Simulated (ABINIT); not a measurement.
# AlN (P6_3mc) in ABINIT: settings compared

The runs below take AlN through single point, relaxation of cell and atoms, with PBE, PBEsol.

All numbers are computed with ABINIT 10.8.3 (patched build); they aren't measurements. Logs are shortened: lines on timing, memory, paths and dates and some standing lists are left out, and cuts for length are marked. The log counts tension as positive stress, the text compression.

**Measured values to compare with.**

From “Structural and optical properties of self-assembled AlN nanowires grown on SiO2/Si substrates by molecular beam epitaxy”, 2024, arxiv:2402.00216, for a bulk crystal of AlN at 0 K: band gap 6.0343 eV (an exciton energy, a little under the gap).

How close the calculation comes is told below.

### 1 The structure

It takes space group P6_3mc (No. 186, hexagonal). The conventional cell has a = 3.113 Å, b = 3.113 Å, c = 4.981 Å, α = 90.00°, β = 90.00°, γ = 120.00°. Al (site symmetry 3m) is surrounded by 4 N at 1.89 Å. N (site symmetry 3m) is surrounded by 4 Al at 1.89 Å.

### 2 Single point, PBE

File run.abi:

```
# Pseudopotentials
pp_dirpath "./"
pseudos "Al.GGA_PBE-JTH.xml, N.GGA_PBE-JTH.xml"

# Structure
acell 5.882717426 5.882717426 9.4127258268
rprim
     1.0000000000     0.0000000000     0.0000000000
    -0.5000000000     0.8660254038     0.0000000000
     0.0000000000     0.0000000000     1.0000000000
ntypat 2
znucl 13 7
natom 4
typat 1 1 2 2
xcart
     2.9413587133     1.6981942446     4.7063629134
    -0.0000000003     3.3963884896     0.0000000000
     2.9413587133     1.6981942446     8.2831987275
    -0.0000000003     3.3963884896     3.5768358142

# Plane-wave basis
ecut 25.0
pawecutdg 47.0

# k points
kptopt 1
ngkpt 4 4 2
nshiftk 1
shiftk 0.0 0.0 0.0

# Exchange and correlation
ixc 11

# Bands and occupations
nband 12
occopt 3
tsmear 0.00183747

# SCF cycle
nstep 100
tolvrs 1.0e-9

# Output
iomode 3
prtwf 0
prteig 0
prtebands 0
prtden 1
prtvha 1
prtvclmb 1
prtpot 1
```

Potentials or basis: JTH PAW PBE v2.0.

On the command line:

```console
> abinit run.abi > log 2>&1
```

run.abo:

```text
.Version 10.8.3 of ABINIT
 Symmetries : space group P6_3 m c (#186); Bravais hP (primitive hexag.)
================================================================================
 Values of the parameters that define the memory need of the present run
     intxc =       0    ionmov =       0      iscf =      17    lmnmax =       8
     lnmax =       4     mgfft =      45  mpssoang =       2    mqgrid =    3001
     natom =       4  nloc_mem =       2    nspden =       1   nspinor =       1
    nsppol =       1      nsym =      12    n1xccc =       1    ntypat =       2
    occopt =       3   xclevel =       2
       mpw =        1691          nfft =       40500          nkpt =           8
 PAW method is used; the additional fine FFT grid is defined by:
   mgfftf=        60    nfftf =     96000
================================================================================
================================================================================

--------------------------------------------------------------------------------
------------- Echo of variables that govern the present computation ------------
--------------------------------------------------------------------------------
 -outvars: echo values of preprocessed input variables --------
            acell      5.8827174260E+00  5.8827174260E+00  9.4127258268E+00 Bohr
              amu      2.69815390E+01  1.40067400E+01
             ecut      2.50000000E+01 Hartree
              ixc          11
         kptrlatt        4    0    0      0    4    0      0    0    2
          kptrlen      1.88254517E+01
            natom           4
            nband          12
            ngfft          30      30      45
          ngfftdg          40      40      60
             nkpt           8
            nstep         100
             nsym          12
           ntypat           2
           occopt           3
        pawecutdg      4.70000000E+01 Hartree
         pawxcdev           0
        prtebands           0
           prteig           0
           prtpot           1
         prtvclmb           1
           prtvha           1
            prtwf           0
            rprim      1.0000000000E+00  0.0000000000E+00  0.0000000000E+00
                      -5.0000000000E-01  8.6602540380E-01  0.0000000000E+00
                       0.0000000000E+00  0.0000000000E+00  1.0000000000E+00
          spgroup         186
           tolvrs      1.00000000E-09
           tsmear      1.83747000E-03 Hartree
            typat      1  1  2  2
           useylm           1
           xangst      1.5564999990E+00  8.9864569338E-01  2.4904999983E+00
                      -6.5260711847E-18  1.7972913868E+00  0.0000000000E+00
                       1.5564999990E+00  8.9864569338E-01  4.3832799970E+00
                      -6.5260711847E-18  1.7972913868E+00  1.8927799987E+00
            xcart      2.9413587130E+00  1.6981942447E+00  4.7063629134E+00
                      -1.2332487217E-17  3.3963884895E+00  0.0000000000E+00
                       2.9413587130E+00  1.6981942447E+00  8.2831987276E+00
[... 162 lines left out ...]
    1      0.00000000000000     0.00000000000000    -0.14815813367738
    2     -0.00000000000000    -0.00000000000000    -0.14815813367738
    3      0.00000000000000     0.00000000000000     0.14815813367738
    4     -0.00000000000000    -0.00000000000000     0.14815813367738
 frms,max,avg= 8.5539138E-02 1.4815813E-01   0.000E+00  0.000E+00 -1.358E-03 e/A
 length scales=  5.882717426000  5.882717426000  9.412725826800 bohr
              =  3.112999997909  3.112999997909  4.980999996641 angstroms
 Fermi (or HOMO) energy (hartree) =   0.32649   Average Vxc (hartree)=  -0.39197
 Eigenvalues (hartree) for nkpt=   8  k points:
 kpt#   1, nband= 12, wtk=  0.03125, kpt=  0.0000  0.0000  0.0000 (reduced coord)
  -0.29156   -0.21248    0.04589    0.23547    0.23547    0.25952    0.25952    0.26609
   0.42044    0.50999    0.65573    0.67528
      occupation numbers for kpt#   1
   2.00000    2.00000    2.00000    2.00000    2.00000    2.00000    2.00000    2.00000
   0.00000    0.00000    0.00000    0.00000
 prteigrs : prtvol=0 or 1, do not print more k-points.

--- !EnergyTerms
iteration_state     : {dtset: 1, }
comment             : Components of total free energy in Hartree
kinetic             :  1.40317030830003E+01
hartree             :  5.73411480288599E+00
xc                  : -7.74468673502877E+00
Ewald energy        : -2.17432241416929E+01
psp_core            : -6.33913334285704E-02
local_psp           : -1.83176617366836E+01
PAW spherical_terms :  3.63336448975629E+00
internal            : -2.44697815711913E+01
'-kT*entropy'       :  1.25327346604707E-15
total_energy        : -2.44697815711913E+01
total_energy_eV     : -6.65856677688473E+02
...

--- !EnergyTermsDC
iteration_state     : {dtset: 1, }
comment             : '"Double-counting" decomposition of free energy'
band_energy         :  1.17957309643601E+00
Ewald energy        : -2.17432241416929E+01
psp_core            : -6.33913334285704E-02
xc_dc               : -4.63947520502688E+00
PAW spherical_terms :  7.96733930790845E-01
internal            : -2.44697836529215E+01
'-kT*entropy'       :  1.25327346604707E-15
total_energy_dc     : -2.44697836529215E+01
total_energy_dc_eV  : -6.65856734335238E+02
...

--- !EnergyTermsWithPAWCore
iteration_state     : {dtset: 1, }
comment             : 'Components of total free energy, including PAW core contributions'
Total energy        : -5.95366136609824E+02
Total energy DC     : -5.95366138691555E+02
Total energy (eV)   : -1.62007379010674E+04
Total energy DC (eV): -1.62007379577142E+04
...

 Cartesian components of stress tensor (hartree/bohr^3)
  sigma(1 1)= -1.21087428E-04  sigma(3 2)=  0.00000000E+00
  sigma(2 2)= -1.21087428E-04  sigma(3 1)=  0.00000000E+00
  sigma(3 3)= -1.63205269E-04  sigma(2 1)=  0.00000000E+00

-Cartesian components of stress tensor (GPa)         [Pressure=  3.9756E+00 GPa]
- sigma(1 1)= -3.56251512E+00  sigma(3 2)=  0.00000000E+00
- sigma(2 2)= -3.56251512E+00  sigma(3 1)=  0.00000000E+00
- sigma(3 3)= -4.80166479E+00  sigma(2 1)=  0.00000000E+00

== END DATASET(S) ==============================================================
================================================================================

 -outvars: echo values of variables after computation  --------
            acell      5.8827174260E+00  5.8827174260E+00  9.4127258268E+00 Bohr
           etotal     -2.4469783653E+01
            fcart      9.1544265283E-29  5.2853106203E-29 -2.8812169726E-03
                      -9.1544265283E-29 -5.2853106203E-29 -2.8812169726E-03
                       3.6617706113E-28  2.1141242481E-28  2.8812169726E-03
                      -3.6617706113E-28 -2.1141242481E-28  2.8812169726E-03
            rprim      1.0000000000E+00  0.0000000000E+00  0.0000000000E+00
                      -5.0000000000E-01  8.6602540380E-01  0.0000000000E+00
                       0.0000000000E+00  0.0000000000E+00  1.0000000000E+00
           strten     -1.2108742791E-04 -1.2108742790E-04 -1.6320526909E-04
                       0.0000000000E+00  0.0000000000E+00  0.0000000000E+00
           xangst      1.5564999990E+00  8.9864569338E-01  2.4904999983E+00
                      -6.5260711847E-18  1.7972913868E+00  0.0000000000E+00
                       1.5564999990E+00  8.9864569338E-01  4.3832799970E+00
                      -6.5260711847E-18  1.7972913868E+00  1.8927799987E+00
             xred      6.6666666666E-01  3.3333333332E-01  5.0000000000E-01
                       3.3333333333E-01  6.6666666666E-01  0.0000000000E+00
                       6.6666666666E-01  3.3333333332E-01  8.8000000000E-01
                       3.3333333333E-01  6.6666666666E-01  3.8000000000E-01
 Calculation completed.
```

Run time: 9.4 s. Hardware: 1 thread of Arm Neoverse V1, shared host; peak memory 0.11 GiB.

Results:

- Free energy: -665.8567 eV
- Largest force: 0.148 eV/Å
- Band gap on the k mesh: 4.20 eV, direct
- Valence electrons inside the program's atomic spheres: Al 0.90; N 2.63

Forces in eV/Å, atoms in the order of the input:
```
Al   0.000  0.000 -0.148
Al   0.000  0.000 -0.148
N    0.000  0.000  0.148
N    0.000  0.000  0.148
```

Caveat: the k mesh is coarse (spacing up to 0.63 Å⁻¹), so the values aren't converged; the cutoff is too short for stress, so the log's stress isn't used. PBE gaps usually lie below the measured ones, often by a third to a half.

### 3 Single point, PBEsol

File run.abi:

```
# Pseudopotentials
pp_dirpath "./"
pseudos "Al.GGA_PBE-JTH.xml, N.GGA_PBE-JTH.xml"

# Structure
acell 3*1.0 Angstrom
rprim
     3.1130000000     0.0000000000     0.0000000000
    -1.5565000000     2.6959370820     0.0000000000
     0.0000000000     0.0000000000     4.9810000000
ntypat 2
znucl 13 7
natom 4
typat 1 1 2 2
xred
     0.6666666667     0.3333333333     0.5000000000
     0.3333333333     0.6666666667     0.0000000000
     0.6666666667     0.3333333333     0.8800000000
     0.3333333333     0.6666666667     0.3800000000

# Plane-wave basis
ecut 25.0
pawecutdg 47.0

# k points
kptopt 1
ngkpt 6 6 4
nshiftk 1
shiftk 0.0 0.0 0.0

# Exchange and correlation
ixc -116133

# Bands and occupations
nband 12
occopt 3
tsmear 0.05 eV

# SCF cycle
nstep 100
tolvrs 1.0e-9

# Output
iomode 3
prtwf 0
prtden 0
prteig 0
prtebands 0
enunit 2
```

Potentials or basis: JTH PAW PBE v2.0.

On the command line:

```console
> abinit run.abi > log 2>&1
```

Wall time 24 s (1 thread of Arm Neoverse V1, shared host); peak memory 0.11 GiB.

Results (log left out):

* Free energy: -664.0241 eV
* Largest force: 0.134 eV/Å
* Band gap on the k mesh: 4.12 eV, direct
* Valence electrons inside the program's atomic spheres: Al 0.90; N 2.62

Forces in eV/Å, atoms in the order of the input:
```
Al   0.000  0.000 -0.134
Al   0.000  0.000 -0.134
N    0.000  0.000  0.134
N    0.000  0.000  0.134
```

Levels at points of the mesh, in eV from the valence-band top:
```
           k point  band 6  band 7  band 8  band 9  band 10  band 11
(0.00, 0.00, 0.00)   -0.18   -0.18    0.00    4.12     6.54    10.49
(0.50, 0.00, 0.00)   -2.09   -1.81   -0.67    5.67     5.68     8.08
(0.00, 0.00, 0.50)   -0.52   -0.52   -0.52    6.36     6.36    10.20
(0.50, 0.00, 0.50)   -1.46   -1.37   -1.37    5.17     5.17     9.15
```

Caveat: the cutoff is too short for stress, so the log's stress isn't used; the PAW data sets were made with another functional, which shifts forces and pressure a little.

(Continued in part 2 of 2.)
